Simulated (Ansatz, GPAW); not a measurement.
Given: the input of a run of Ansatz 0.2.0 on BAs. 

Contents of input.yaml:

```yaml
crystal:
  lattice:
    - [0.0, 2.3885, 2.3885]
    - [2.3885, 0.0, 2.3885]
    - [2.3885, 2.3885, 0.0]
  atoms:
    - { symbol: As, position: [0.75, 0.75, 0.75] }
    - { symbol: B, position: [0.0, 0.0, 0.0] }
hamiltonian:
  xc: pbe
  pseudopotentials: { kind: paw }
kpoints:
  mp_grid: { grid: [10, 10, 10] }
scf:
  occupations: { method: gaussian, width: 0.023 }
output:
  forces: true
  stress: true
  eigenvalues: true
```

Potentials or basis: Ansatz PAW.

The run is started by

```console
$ ansatz run input.yaml --threads 2 --pin off --max-ram 5632MiB --backend cpu --events-out ev --progress --plain --runs-dir out
```

Q: Translate it to GPAW 26.7.0 (ASE script). Potentials or basis there: GPAW PAW data sets (gpaw-data 1.2.1), cutoff 800 eV.

A: As run (cutoffs and basis follow the program's own potentials, and thresholds, step limits or extra output files can differ):

File run.py:

```python
from ase.dft.bandgap import bandgap
from ase.io import read, write
from ase.units import Bohr, GPa
from gpaw import GPAW, PW
from gpaw.elf import elf_from_dft_calculation

atoms = read('BAs.xyz')

calc = GPAW(mode=PW(800),
            xc='PBE',
            kpts={'size': (10, 10, 10), 'gamma': True},
            occupations={'name': 'methfessel-paxton', 'order': 0, 'width': 0.023},
            nbands=11,
            convergence={'density': 1e-05, 'energy': 1e-05},
            maxiter=150,
            txt='gpaw.txt')
atoms.calc = calc
energy = atoms.get_potential_energy()
forces = atoms.get_forces()
stress = atoms.get_stress()
calc.write('gs.gpw')
write('result.traj', atoms)
print(f'Energy: {energy:.6f} eV')
print('Forces (eV/A):')
print(forces.round(4))
print('Stress (GPa):', (stress / GPa).round(3))
print('Fermi level:', round(calc.get_fermi_level(), 4), 'eV')
print(f'Gap: {bandgap(calc)[0]:.4f} eV, direct: {bandgap(calc, direct=True)[0]:.4f} eV')

# fields on the real-space grid
write('density.cube', atoms, data=calc.get_pseudo_density() * Bohr**3)
write('potential.cube', atoms, data=calc.get_electrostatic_potential())
write('elf.cube', atoms, data=elf_from_dft_calculation(calc).data)
```

The input BAs.xyz:

```xyz
2
Lattice="0.0000000000 2.3885000000 2.3885000000 2.3885000000 0.0000000000 2.3885000000 2.3885000000 2.3885000000 0.0000000000" Properties=species:S:1:pos:R:3 pbc="T T T"
As     3.5827500000      3.5827500000      3.5827500000
B      0.0000000000      0.0000000000      0.0000000000
```

Potentials or basis: GPAW PAW data sets (gpaw-data 1.2.1), pw.

The run is started by

```console
$ OMP_NUM_THREADS=1 python run.py
```

Both were run:

|  | Ansatz | GPAW |
| --- | --- | --- |
| Pressure | 2.8 GPa | 3.3 GPa |

Ansatz's pressure holds a Pulay term of +0.10 GPa for its cutoff of 420 eV, which the other run lacks.

The potentials hold 18 and 8 valence electrons a cell.

Where Ansatz's input types no cutoff or centring, it takes its own default and a Γ-centred mesh.

Pressure is positive in compression.
